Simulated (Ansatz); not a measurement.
Input of an Ansatz 0.2.0 run:

input.yaml

```yaml
crystal:
  lattice:
    - [-1.9796595667, 1.9796595667, 1.9796595667]
    - [1.9796595667, -1.9796595667, 1.9796595667]
    - [1.9796595667, 1.9796595667, -1.9796595667]
  atoms:
    - { symbol: Pb, position: [0.0, 0.0, 0.0] }
hamiltonian:
  xc: pbesol
  pseudopotentials: { kind: paw }
  dispersion: d3bj
kpoints:
  mp_grid: { grid: [9, 9, 9] }
scf:
  occupations: { method: fermi_dirac, width: 0.05 }
output:
  forces: true
  stress: true
  eigenvalues: true
relax:
  f_tol: 0.01
  max_steps: 40
  cell: { stress_tol: 0.05 }
```

Potentials or basis: Ansatz PAW.

Command:

```bash
$ ansatz run input.yaml --threads 2 --pin off --max-ram 5632MiB --backend cpu --events-out ev --progress --plain --runs-dir out
```

(1) Predict the band gap on the k mesh.

(2) What does it give for the relaxed cell?

## Answers

(1) none (metal or under the smearing width).

(2) a = 3.318 Å, b = 3.318 Å, c = 3.318 Å, α = 109.47°, β = 109.47°, γ = 109.47°.
